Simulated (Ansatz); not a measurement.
Ga under changes of volume

One of the cells (19.595 Å³/atom); the others are scaled copies at fixed shape and fractional positions:

```
Ga
1.0
     2.26150   -3.83050    0.00000
     2.26150    3.83050    0.00000
     0.00000    0.00000    4.52400
Ga
4
Cartesian
  2.2615 1.1867 1.8956
  2.2615 2.6438 4.1576
  2.2615 -1.1867 2.6284
  2.2615 -2.6438 0.3664
```

- Program: Ansatz 0.2.0
- Functional: LDA
- Potentials or basis: Ansatz PAW
- Cutoff: 420 eV (not typed: the program's choice for these potentials)
- k mesh: 7 × 7 × 6
- Occupations: fermi-dirac, width 0.05 eV
- Spin: no spin polarisation

| volume (Å³/atom) | energy over the lowest point (meV/atom) | pressure (GPa) | largest force (eV/Å) |
| --- | --- | --- | --- |
| 18.419 | 0.00 | -0.2 | 0.148 |
| 18.811 | 2.28 | -1.6 | 0.145 |
| 19.203 | 7.58 | -2.7 | 0.141 |
| 19.595 | ? | ? | ? |
| 19.987 | 25.61 | -4.5 | 0.135 |
| 20.379 | 37.60 | -5.3 | 0.134 |
| 20.771 | 51.21 | -5.9 | 0.132 |

Problem. What does the run at 19.595 Å³/atom give?

Solution. Energy over the lowest point 15.49 meV/atom; pressure -3.7 GPa; largest force 0.138 eV/Å.

Worked out: A Birch-Murnaghan fit of order 3 (a polynomial in V^(-2/3)) to the other rows has its minimum at 18.35 Å³/atom, just outside them, with B0 = V·E''(V) = 69 GPa and B' = 6.1 at fixed shape and positions, which overstates the stiffness. It gives 15.49 meV/atom at 19.595 Å³/atom, against the run's 15.49, and -dE/dV = -3.7 GPa, against -3.7.

Energies are extrapolated to zero smearing.

Caveats: the PAW data sets come from PBE, with cores solved anew for the run's functional, which leaves a small shift of forces and pressure.
